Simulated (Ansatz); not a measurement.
System: Ge (fcc type), 1 atom in the cell.

```
Ge
1.0
     0.00000    2.14000    2.14000
     2.14000    0.00000    2.14000
     2.14000    2.14000    0.00000
Ge
1
Direct
  0.00000 0.00000 0.00000
```

Code and potentials: Ansatz all-electron LAPW. Settings of the plain PBE run: k-mesh 4×4×4 Γ-centred; Fermi–Dirac smearing of 0.15 eV; no spin polarisation.

Plain PBE gives:

```
Pressure : 0.17 GPa
```

(1) What changes under PBE with spin–orbit coupling?

Answers

(1) The pressure drops by 0.03 GPa to 0.14 GPa.

The k-mesh is coarse, so these values belong to this mesh and can lie far from the converged ones. This cubic structure is a model: it isn't the usual form of the substance at ambient conditions, and such phases are metastable or hypothetical.
